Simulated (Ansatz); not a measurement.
Ionic part of the dielectric constant of MgO at 9 GPa, mode by mode

These are results of Ansatz 0.2.0, DFT PBEsol, scalar-relativistic, plane waves, PAW, not measurements. Cutoff 420 eV, 10×10×10 k-points (Γ-centred), fixed occupations. No spin polarisation. Phonons by linear response, acoustic sum rule imposed.

The structure is cubic, space group Fm-3m (No. 225). Conventional cell: a = 4.143 Å, b = 4.143 Å, c = 4.143 Å, α = 90.00°, β = 90.00°, γ = 90.00°. Around Mg (site symmetry m-3m) lie 6 O at 2.07 Å. O (site symmetry m-3m) is surrounded by 6 Mg at 2.07 Å.

The primitive cell has V = 17.77 Å³ and ε∞,xx = 3.188. Each polar mode adds Δε = (4.92064×10⁷/V)·S/ν² along x, with S its oscillator strength in e²/amu, ν in cm⁻¹ and V in Å³.

Task: From these modes, find each Δε and ε0,xx.
```json
{"ν (cm⁻¹)": "435.8", "S_xx (e²/amu)": "0.3976"}
```

Result:
```csv
ν (cm⁻¹),Δε
435.8,5.80
```

The sum is 5.796, so ε0,xx = 8.98; the run's tensor has 8.98.

Task: Where do the longitudinal modes lie for a wave vector along x?

Result: At 732 cm⁻¹. The Lyddane–Sachs–Teller product Π(ν_LO/ν_TO)² = 2.82 matches ε0/ε∞ = 2.82.

Cost: 1 run of about 0.17 core-minutes, on AMD EPYC 7R43 (Zen 3) (shared hosts).

Lattice polarisation supplies most of the static dielectric constant: the single polar mode adds 5.80 to an electronic part of 3.188. In the rock-salt structure this mode is the rigid motion of the Mg sublattice against the O sublattice, threefold degenerate by cubic symmetry, so the static response is isotropic. Its oscillator strength, combined with the reduced mass of the pair, implies Born effective charges close to the formal ionic ones, as expected for a strongly ionic oxide with little dynamical charge transfer. The same charges drive the large splitting between 435.8 and 732 cm⁻¹, because the tightly bound O 2p electrons only weakly screen the macroscopic field of the longitudinal mode. The electronic part is probably somewhat too large, since semilocal functionals tend to overestimate electronic polarisability in wide-gap oxides. With only one polar mode, the Lyddane–Sachs–Teller agreement confirms internal consistency, not the accuracy of the frequencies. Compression normally stiffens the transverse mode and thereby reduces the ionic contribution, but a single pressure cannot show that trend.
